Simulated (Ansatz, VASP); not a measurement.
Mn in VASP and in Ansatz

```
Mn
1.0
    -2.30539    2.30539    1.25763
     2.30539   -2.30539    1.25763
     2.30539    2.30539   -1.25763
Mn
2
Direct
  0.00000 0.00000 0.00000
  0.75000 0.25000 0.50000
```

Alike in both runs: task single point; functional PBEsol; k mesh 8 × 8 × 8; occupations gaussian, width 0.1 eV; collinear spin.

|  | VASP | Ansatz |
| --- | --- | --- |
| version | VASP 6.6.1 | Ansatz 0.2.0 |
| potentials or method | VASP PAW PBE potentials, release 64 (Mn_pv) | scalar-relativistic, plane waves, PAW |
| plane-wave cutoff (eV) | 520 | 420 |
| valence electrons in the cell | 26 | 30 |

```csv
,VASP,Ansatz,Ansatz less VASP
gap on the k mesh at the Fermi level (eV),none,none,-
pressure (GPa),-21.8,-22.0,-0.24
largest component of the traceless stress (GPa),4.42,4.55,+0.126
net moment per atom (μB),1.58,1.57,-0.013
size of the moment on the site where the two differ most (μB),1.56,1.50,-0.057
```

Site moments also hang on the region over which each program counts them. A gap of «none» marks a metal or a gap that the smearing closes. The functional is the same, so the differences come from potentials, cutoffs and numerics. The two sets of potentials don't hold the same shells in valence.

Caveats: so large a pressure means that the cell lies far from this level's equilibrium, or that cutoff or potentials fall short (VASP); the potentials were made for another functional, which shifts forces and pressure (VASP).
